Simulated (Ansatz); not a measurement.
A scan (energy against volume; even scaling of the relaxed cell, symmetry kept) gave these values. Calculation: PBE (plane waves to 420 eV, PAW, scalar-relativistic; Ansatz, a first-principles code).

The bulk modulus at fixed cell shape B₀ (third-order Birch-Murnaghan fit) is 209 GPa, the pressure derivative B₀′ (fit) is 3.7 and the equilibrium volume of the fit comes out as 7.01 Å³/atom.

Of these crystals, all scanned alike, which one is it?
(A) BeO (wurtzite)
(B) ZnInGaO₄ (InGaZnO4 type, space group R3m)
(C) ZnCu₂SnSe₄ (kesterite type, space group I-4)

A, BeO (wurtzite). The others have, for the bulk modulus at fixed cell shape: ZnCu2SnSe4 56.0 GPa, ZnInGaO4 154 GPa

All were relaxed with their symmetry unable to fall. At this level the bands of ZnCu2SnSe4 touch or barely overlap. The PAW data are Ansatz's earlier set. ZnCu2SnSe4 is run without spin polarisation. With the shape held, the modulus is that of even scaling; a crystal free to change shape is softer.

(Under strain, the slope of the energy per volume gives the stress and its curvature an elastic modulus.)
